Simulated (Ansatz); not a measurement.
# CsPbI3 under a change: biaxial strain −3.96 %, plane normal [111], relaxed out of plane

Take CsPbI$_{3}$ in the cubic perovskite structure (space group Pm-3m, No. 221; a = 6.390 Å) as the base. Axes: x, y, z lie along the cube axes.

One thing is altered: biaxial strain −3.96 %, plane normal [111], relaxed out of plane (Cartesian); in-plane vectors clamped, the third vector and the atoms free.

Level of theory: PBE (Ansatz, a program for electronic structure; PAW; 420 eV plane waves; no spin-orbit coupling). k-mesh 5×5×5 (Γ-centred); smearing 0.05 eV (Fermi–Dirac).

| quantity | base | changed | shift |
|---|---|---|---|
| volume per atom | 52.20 Å³ | 50.67 Å³ | -1.53 Å³ |
| space group | Pm-3m (No. 221) | R-3m (No. 166) | – |
| shortest interatomic distance | 3.195 Å | 3.170 Å | -0.0255 Å |
| energy relative to the base (free energy F) | 0 meV/atom | +8.7 meV/atom | +8.7 meV/atom |
| pressure (mean of the normal stresses, compression positive) | 0.00 GPa | 0.46 GPa | +0.46 GPa |
| band gap | 1.48 eV | 1.36 eV | -0.12 eV |
| gap character | – | direct at T | – |
| hole mass | 0.15 mₑ (at R) | 0.12 mₑ along k, 0.15 mₑ across (at R) | – |
| out-of-plane strain | – | +5.24 % | – |
| ratio −ε⊥/ε∥ | – | 1.32 | – |
| mean in-plane stress (compression positive) | – | +0.7 GPa | – |

Final structure (turned so that z lies along the plane normal):

```
CsPbI3
1.0
    8.67961     0.00000     0.00000
    4.33980     7.51676     0.00000
    4.33980    -2.50559     3.88291
Cs Pb I
1 1 3
Direct
  0.00000   0.00000   0.00000
  0.00000   0.50000   0.50000
  0.00000   0.50000   0.00000
  0.50000   0.50000   0.00000
  0.50000   0.00000   0.00000
```

Spin-orbit coupling, missing from the scalar runs, can matter with I and Pb. Masses are band curvatures over ±0.01 Å⁻¹ around the edge. Along k means along the line from Γ to the band edge. No phonon test of stability was made. Many cubic perovskites are stable only at high temperature; tilts and polar distortions were not tested. This is not the structure that CsPbI3 has at room temperature and ambient pressure. Labels are those of the standard path for the cell's own space group.
